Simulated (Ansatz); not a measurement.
This geometry of a periodic cell of 23 atoms, Ca8F15 (host CaF2, host structure Fm-3m, one F atom removed), cell charge -1 is a first-order saddle point.

The calculation used Ansatz, DFT LDA, scalar-relativistic, plane waves, PAW. Settings: PAW set soft_1, cutoff 420 eV, k mesh 2x2x2, gaussian smearing 0.02 eV, no spin polarisation.

```xyz
23
Lattice="0.0000 5.2812 5.2812 5.2812 0.0000 5.2812 5.2812 5.2812 0.0000" Properties=species:S:1:pos:R:3
Ca -0.041 0.002 -0.011
F 1.259 1.336 1.380
F 3.926 3.923 3.995
Ca 2.584 2.709 0.056
F 3.940 3.961 1.413
F 6.508 6.605 3.980
Ca 2.651 0.002 2.681
F 4.852 0.002 3.069
F 6.568 3.972 6.634
Ca 5.242 2.562 2.679
F 6.508 3.961 3.980
F 9.221 6.605 6.694
Ca -0.039 2.723 2.678
F 1.366 3.903 4.051
F 3.869 6.663 6.555
Ca 2.584 5.283 2.698
F 3.926 6.643 3.995
F 6.541 9.230 6.661
Ca 2.584 2.575 5.337
F 3.869 3.903 6.555
F 6.647 6.663 9.332
Ca 5.223 5.283 5.336
F 6.568 6.594 6.634
```

Which two structures does it join? (They come from a converged band through this point; their orientation in space is the band's.)

Contacts lost: F8–Ca10, F8–Ca19. Contacts made: Ca4–F8, F8–Ca13. The atom that moves furthest is F8, by 2.78 Å.

First end point:

```xyz
23
Lattice="0.0000 5.2812 5.2812 5.2812 0.0000 5.2812 5.2812 5.2812 0.0000" Properties=species:S:1:pos:R:3
Ca -0.032 -0.026 -0.029
F 1.317 1.324 1.321
F 3.958 3.964 3.961
Ca 2.668 2.673 -0.029
F 3.959 3.965 1.389
F 6.600 6.605 3.967
Ca 2.668 -0.026 2.670
F 3.959 1.391 3.961
F 6.600 3.970 6.601
Ca 5.283 2.641 2.637
F 6.531 3.964 3.961
F 9.234 6.606 6.601
Ca -0.032 2.673 2.670
F 1.385 3.964 3.961
F 3.963 6.605 6.601
Ca 2.635 5.288 2.637
F 3.959 6.537 3.961
F 6.600 9.240 6.602
Ca 2.635 2.641 5.285
F 3.959 3.965 6.534
F 6.600 6.605 9.237
Ca 5.282 5.288 5.285
F 6.599 6.605 6.602
```

Last end point:

```xyz
23
Lattice="0.0000 5.2812 5.2812 5.2812 0.0000 5.2812 5.2812 5.2812 0.0000" Properties=species:S:1:pos:R:3
Ca -0.030 0.030 -0.030
F 1.320 1.325 1.320
F 3.961 4.025 3.961
Ca 2.636 2.645 0.004
F 3.956 3.961 1.320
F 6.537 6.601 3.961
Ca 2.671 0.030 2.671
F 3.961 -1.385 3.961
F 6.601 3.961 6.601
Ca 5.251 2.611 2.671
F 6.601 3.961 3.966
F 9.242 6.601 6.666
Ca 0.004 2.645 2.636
F 1.320 3.961 3.956
F 3.961 6.601 6.537
Ca 2.636 5.277 2.636
F 3.961 6.601 3.961
F 6.601 9.242 6.601
Ca 2.671 2.611 5.251
F 3.966 3.961 6.601
F 6.666 6.601 9.242
Ca 5.286 5.277 5.286
F 6.601 6.597 6.601
```

How far does it lie above each of them?

1.18 eV above the first and 1.18 eV above the second. This is the barrier of this one path; another mechanism may lie lower. Limits of this set-up: PAW files made for another functional, charged cell in a uniform background, uncorrected.

The run took 9.7 min on 2 threads of AMD EPYC 7B13 (Zen 3), with other jobs on the host, peak memory 1.6 GiB.
